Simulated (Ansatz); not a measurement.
# Al2Au (P1) in Ansatz: convergence with k mesh

Aim: find how far k mesh must go before the results for Al2Au settle, at PBE. This setting moves, with any that are tied to it; all else stays.

Everything below comes from runs of Ansatz 0.2.0. Logs are shortened: lines on timing, memory, paths and dates and some standing lists are left out, and cuts for length are marked.

### Step 1. The cell of the first run

The typed cell holds 3 atoms: a = 4.243 Å, b = 4.243 Å, c = 4.243 Å, α = 60.00°, β = 60.00°, γ = 60.00°.

The cell isn't the ideal one: atoms moved at random, drawn with an rms of 0.05 Å.

### Step 2. With k mesh 3 × 3 × 3

The input, input.yaml:

```yaml
crystal:
  lattice:
    - [0.0, 3.0, 3.0]
    - [3.0, 0.0, 3.0]
    - [3.0, 3.0, 0.0]
  atoms:
    - { symbol: Au, position: [-0.009348, -0.009152, 0.01134] }
    - { symbol: Al, position: [0.731025, 0.75675, 0.763139] }
    - { symbol: Al, position: [0.241721, 0.25162, 0.259949] }
hamiltonian:
  xc: pbe
  pseudopotentials: { kind: paw }
kpoints:
  mp_grid: { grid: [3, 3, 3] }
scf:
  occupations: { method: cold, width: 0.05 }
output:
  forces: true
  stress: true
  eigenvalues: true
```

Potentials or basis: Ansatz PAW.

The run is started by

```sh
> ansatz run input.yaml --threads 2 --pin off --max-ram 5632MiB --backend cpu --events-out ev --progress --plain --runs-dir out
```

The program printed:

```text
Warning: RAYON_NUM_THREADS=2 ignored (pool sized by the plan → 2); use --threads N
Engine: ansatz 0.2.0, aarch64-unknown-linux-gnu
Pseudopotentials: kind: paw
Pseudopotential: Au, paw, valence charge 19, recommended cutoff 420 eV (normal), Au.paw.azcp
Pseudopotential: Al, paw, valence charge 3, recommended cutoff 420 eV (normal), Al.paw.azcp
Functional definition: PBE
  parameter kappa = 0.804
  parameter beta = 0.06672455060314922
  exchange = pbe_x(kappa = kappa, mu = beta*pi^2/3)
  correlation = pbe_c(beta = beta)
Crystal: 3 atoms, lattice volume = 54.000 Å³
Basis set: ecut = 420 eV, 1067 PW (Γ), exchange–correlation on 60×60×60 points (8 copies of the dense FFT grid, shifted against one another)
Bands: 17, of which v1, the nominal top of the filled ones, is band 13 counted from 1 (12 counted from 0)
Symmetry: 1 space group operations
Space group: P1 (ITA 1), of the structure as read, at distance tolerance 3.8e-5 Å
k-points: 14 of 27 (time reversal used)
Non-local potential: Au, projectors of the file, l = 0: 3, l = 1: 2, l = 2: 2, l = 3: 1
Non-local potential: Al, projectors of the file, l = 0: 2, l = 1: 2, l = 2: 1
PAW form: soft (Blöchl's): semilocal exchange-correlation on the pseudo side does not see the compensation charge
PAW one-centre angular grid: Au, 590 points (default); XC on 64 Gauss nodes
PAW one-centre angular grid: Al, 110 points (default); XC on 64 Gauss nodes
Initial density: superposition of atomic densities (neutral atoms: chi_scale 0, normalization atom), corrected by the library's trained network
Initial wavefunctions: pseudopotential atomic-orbital guess
Functional: x = pbe(κ = 0.804, μ = 0.2195149727645171), c = pbe(β = 0.06672455060314922)
SCF iter   1: F=—  HF=-14225.356921 eV  |F-HF|=—  |Δ(HF+E_count)|=         —  Δρ=4.76e-3  dr2=1.99e-2  ethr=1.77e-3  ⟨swp⟩=5.9  Hψ=1227  notcnv=0
preconditioner: auto → Kerker (q_TF=auto, 2.400 Å⁻¹)  [metal: Δε(μ)=0.020 eV  Ē_g=9.494 eV  σ=0.050 eV  W_gap=0.26  n_scr=14 (ndim 8)  ℏωp=20.8 eV  f_vac=0.006  D(μ)=10.25/eV (n_scr^D=168)]
SCF iter   2: F=—  HF=-14225.353752 eV  |F-HF|=—  |Δ(HF+E_count)|=   3.17e-3  S|Δr|=    0.00e0  Δρ=2.41e-3  dr2=5.85e-3  ethr=7.97e-5  ⟨swp⟩=1.1  Hψ=352  notcnv=0
SCF iter   3: F=—  HF=-14225.352349 eV  |F-HF|=—  |Δ(HF+E_count)|=   1.40e-3  S|Δr|=    0.00e0  Δρ=5.16e-4  dr2=1.94e-4  ethr=2.34e-5  ⟨swp⟩=2.4  Hψ=323  notcnv=0
SCF iter   4: F=—  HF=-14225.352324 eV  |F-HF|=—  |Δ(HF+E_count)|=   2.57e-5  S|Δr|=    0.00e0  Δρ=2.20e-4  dr2=3.24e-5  ethr=7.75e-7  ⟨swp⟩=2.1  Hψ=347  notcnv=0
SCF iter   5: F=—  HF=-14225.352312 eV  |F-HF|=—  |Δ(HF+E_count)|=   1.17e-5  S|Δr|=    0.00e0  Δρ=7.03e-5  dr2=4.82e-6  ethr=1.30e-7  ⟨swp⟩=2.0  Hψ=357  notcnv=0
SCF iter   6: F=—  HF=-14225.352312 eV  |F-HF|=—  |Δ(HF+E_count)|=   3.97e-7  S|Δr|=    0.00e0  Δρ=2.80e-5  dr2=8.22e-7  ethr=1.93e-8  ⟨swp⟩=2.6  Hψ=356  notcnv=0
SCF iter   7: F=—  HF=-14225.352313 eV  |F-HF|=—  |Δ(HF+E_count)|=   4.29e-7  S|Δr|=    0.00e0  Δρ=1.29e-5  dr2=1.86e-7  ethr=3.29e-9  ⟨swp⟩=2.0  Hψ=332  notcnv=0
SCF iter   8: F=-14225.352313 eV  HF=-14225.352313 eV  |F-HF|=1.20e-8  |Δ(HF+E_count)|=   4.49e-8  S|Δr|=    0.00e0  Δρ=5.96e-6  dr2=3.15e-8  ethr=4.00e-10  ⟨swp⟩=5.1  Hψ=943  notcnv=0
SCF 1 converged in 8 iterations: F = -14225.352313 eV  dr2 = 3.15e-8
SCF converged after 8 iterations
Stability not checked: this state was not tested for a lower state beside it, because cold or Methfessel-Paxton smearing, or corrected tetrahedra, fill the levels in a way that the test cannot read (fill_not_monotonic; see scf.lower_state_search)
Free energy (F): -14225.352313 eV
Harris-Foulkes:  -14225.352313 eV  (|F-HF|=1.20e-8)
Internal energy: -14225.345238 eV  (E = F + TS)
E sigma→0 (E₀):  -14225.349955 eV
Entropy (-TS):   -0.007075 eV (-2.358 meV/atom)
Fermi energy:    12.100792 eV
--- Per-component energies (eV) ---
  E_band       = -375.571818
  E_kinetic    = 650.236673
  E_local      = -2962.125718  (includes V_loc(G=0)·N_el)
  E_nonlocal   = 87.452278
  E_hartree    = 1274.406934
  E_xc         = -309.557575
  E_vxc        = -336.121516  (∫ρ·V_xc dr)
  E_paw        = -10637.860091  (= ΣΔE_a)
  E_vpaw       = -363.829462  (= ΣTr[D̂ρ^β])
  E_aug_tail   = 0.001398  (compensation charges beyond the density's cutoff)
  E_ewald      = -2327.899138
  E_smearing   = -0.007075  (= −TS)
  E_closure    = -0.000000  (closes the sum)
  Σ components = -14225.352313   (vs F -14225.352313, Δ=0.00e0)
--- Forces (eV/Å), atoms counted from 1 ---
  atom   1  Au     0.36868591    -0.11401560     0.22869475
  atom   2  Al    -0.03182603    -0.09329171    -0.19291588
  atom   3  Al    -0.33685593     0.20730593    -0.03577846
  max |Σ_I F_I| component: 3.95e-6 eV/Å
--- Stress (GPa, compression-positive) ---
        1.725890      -0.649471      -0.735504
       -0.649471       1.736368       0.859345
       -0.735504       0.859345       1.599883
  P = ⅓ Tr σ = 1.6874 GPa (16.874 kbar)
--- Band table (eV; the first three rows and the last of 14) ---
  k-point 0: bands = ["-96.0521", "-47.4345", "-47.4292", "-47.4114", "0.7306", "4.6200", "4.6254", "4.6258", "5.5661", "5.5675", "13.5238", "14.1928", "14.2227", "14.2283", "15.1763", "15.1889", "15.1958"]
  k-point 1: bands = ["-96.0521", "-47.4349", "-47.4297", "-47.4116", "2.0471", "4.4244", "4.8262", "4.8341", "5.6054", "5.6084", "7.7333", "12.0904", "12.1444", "14.2742", "15.2213", "15.3382", "15.4598"]
  k-point 2: bands = ["-96.0521", "-47.4353", "-47.4293", "-47.4116", "2.0470", "4.4209", "4.8301", "4.8351", "5.6050", "5.6077", "7.7316", "12.0941", "12.1442", "14.2823", "15.2665", "15.3360", "15.4063"]
  k-point 13: bands = ["-96.0521", "-47.4349", "-47.4298", "-47.4121", "3.6384", "4.3359", "4.9255", "5.2344", "5.4467", "5.5726", "7.2282", "7.5890", "10.4188", "13.3235", "16.7371", "16.8433", "18.1179"]
```

It took 0.78 s on 2 threads of Arm Neoverse V2, shared host; peak memory 0.28 GiB.

Results:

```
Free energy            : -14225.3523 eV
Pressure               : 1.7 GPa
Largest force          : 0.449 eV/Å
Band gap on the k mesh : none (metal or under the smearing width)
```

### Step 3. With k mesh 4 × 4 × 4

Edit input.yaml of step 2 so:

```diff
@@ -13,3 +13,3 @@
 kpoints:
-  mp_grid: { grid: [3, 3, 3] }
+  mp_grid: { grid: [4, 4, 4] }
 scf:
```

Potentials or basis: Ansatz PAW.

The run is started by

```sh
> ansatz run input.yaml --threads 2 --pin off --max-ram 5632MiB --backend cpu --events-out ev --progress --plain --runs-dir out
```

It took 1.2 s on 2 threads of Arm Neoverse V2, shared host; peak memory 0.32 GiB.

Results:

| Property | Result |
| --- | --- |
| Free energy | -14225.6047 eV |
| Pressure | 2.7 GPa |
| Largest force | 0.424 eV/Å |
| Band gap on the k mesh | none (metal or under the smearing width) |

### Step 4. With k mesh 5 × 5 × 5

Edit input.yaml of step 3 so:

```diff
@@ -13,3 +13,3 @@
 kpoints:
-  mp_grid: { grid: [4, 4, 4] }
+  mp_grid: { grid: [5, 5, 5] }
 scf:
```

The run is started by

```sh
> ansatz run input.yaml --threads 2 --pin off --max-ram 5632MiB --backend cpu --events-out ev --progress --plain --runs-dir out
```

Wall time 2.2 s (2 threads of Arm Neoverse V2, shared host); peak memory 0.35 GiB.

Results:

```
Free energy            : -14225.6379 eV
Pressure               : 3.4 GPa
Largest force          : 0.406 eV/Å
Band gap on the k mesh : none (metal or under the smearing width)
```

### Step 5. With k mesh 6 × 6 × 6

Edit input.yaml of step 4 so:

```diff
@@ -13,3 +13,3 @@
 kpoints:
-  mp_grid: { grid: [5, 5, 5] }
+  mp_grid: { grid: [6, 6, 6] }
 scf:
```

The run is started by

```sh
> ansatz run input.yaml --threads 2 --pin off --max-ram 5632MiB --backend cpu --events-out ev --progress --plain --runs-dir out
```

It took 3.6 s on 2 threads of Arm Neoverse V2, shared host; peak memory 0.39 GiB.

Results:

```
Free energy            : -14225.6052 eV
Pressure               : 3.5 GPa
Largest force          : 0.407 eV/Å
Band gap on the k mesh : none (metal or under the smearing width)
```

### Step 6. With k mesh 7 × 7 × 7

Edit input.yaml of step 5 so:

```diff
@@ -13,3 +13,3 @@
 kpoints:
-  mp_grid: { grid: [6, 6, 6] }
+  mp_grid: { grid: [7, 7, 7] }
 scf:
```

Potentials or basis: Ansatz PAW.

The run is started by

```sh
> ansatz run input.yaml --threads 2 --pin off --max-ram 5632MiB --backend cpu --events-out ev --progress --plain --runs-dir out
```

It took 5.6 s on 2 threads of Arm Neoverse V2, shared host; peak memory 0.43 GiB.

The run converged. Its results:

| Item | Value |
| --- | --- |
| Free energy | -14225.6005 eV |
| Pressure | 3.5 GPa |
| Largest force | 0.420 eV/Å |
| Band gap on the k mesh | none (metal or under the smearing width) |

### Step 7. With k mesh 9 × 9 × 9

Edit input.yaml of step 6 so:

```diff
@@ -13,3 +13,3 @@
 kpoints:
-  mp_grid: { grid: [7, 7, 7] }
+  mp_grid: { grid: [9, 9, 9] }
 scf:
```

The run is started by

```sh
> ansatz run input.yaml --threads 2 --pin off --max-ram 5632MiB --backend cpu --events-out ev --progress --plain --runs-dir out
```

Wall time 12 s (2 threads of Arm Neoverse V2, shared host); peak memory 0.59 GiB.

Results (log left out):

- Free energy: -14225.6000 eV
- Pressure: 3.5 GPa
- Largest force: 0.412 eV/Å
- Band gap on the k mesh: none (metal or under the smearing width)

### Step 8. With k mesh 11 × 11 × 11

Edit input.yaml of step 7 so:

```diff
@@ -13,3 +13,3 @@
 kpoints:
-  mp_grid: { grid: [9, 9, 9] }
+  mp_grid: { grid: [11, 11, 11] }
 scf:
```

The run is started by

```sh
> ansatz run input.yaml --threads 2 --pin off --max-ram 5632MiB --backend cpu --events-out ev --progress --plain --runs-dir out
```

Wall time 21 s (2 threads of Arm Neoverse V2, shared host); peak memory 0.83 GiB.

The run converged. Its results:

```yaml
Free_energy: -14225.6014 eV
Pressure: 3.6 GPa
Largest_force: 0.409 eV/Å
Band_gap_on_the_k_mesh: none (metal or under the smearing width)
```

### Step 9. With k mesh 13 × 13 × 13

Edit input.yaml of step 8 so:

```diff
@@ -13,3 +13,3 @@
 kpoints:
-  mp_grid: { grid: [11, 11, 11] }
+  mp_grid: { grid: [13, 13, 13] }
 scf:
```

Potentials or basis: Ansatz PAW.

The run is started by

```sh
> ansatz run input.yaml --threads 2 --pin off --max-ram 5632MiB --backend cpu --events-out ev --progress --plain --runs-dir out
```

Wall time 36 s (2 threads of Arm Neoverse V2, shared host); peak memory 1.2 GiB.

Results (log left out):

```
Free energy            : -14225.6078 eV
Pressure               : 3.5 GPa
Largest force          : 0.411 eV/Å
Band gap on the k mesh : none (metal or under the smearing width)
```

### Step 10. Summary

```
      k mesh  energy less the tightest run, at zero smearing (meV/atom)  pressure (GPa)  largest force (eV/Å)  SCF cycles  CPU time (s)  peak memory (GiB)
   3 × 3 × 3                                                      85.96            1.69                 0.449           8           1.4               0.28
   4 × 4 × 4                                                       1.26            2.71                 0.424           5           2.2               0.32
   5 × 5 × 5                                                      -9.95            3.41                 0.406           6           4.2               0.35
   6 × 6 × 6                                                       0.96            3.54                 0.407           6             7               0.39
   7 × 7 × 7                                                       2.48            3.53                 0.420           6            11               0.43
   9 × 9 × 9                                                       2.58            3.50                 0.412           6            23               0.59
11 × 11 × 11                                                       2.20            3.55                 0.409           6            42               0.83
13 × 13 × 13                                                       0.00            3.51                 0.411           6            71                1.2
```

Against the tightest run, the pressure stays within 0.1 GPa from 5 × 5 × 5 on; the largest force stays within 0.005 eV/Å from 9 × 9 × 9 on. Not settled before the last step: the energy (to 1 meV/atom). Meshes of other sizes hit other points, so gaps and Fermi surfaces needn't settle smoothly. The tightest run that finished is the yardstick and may itself not be fully converged.
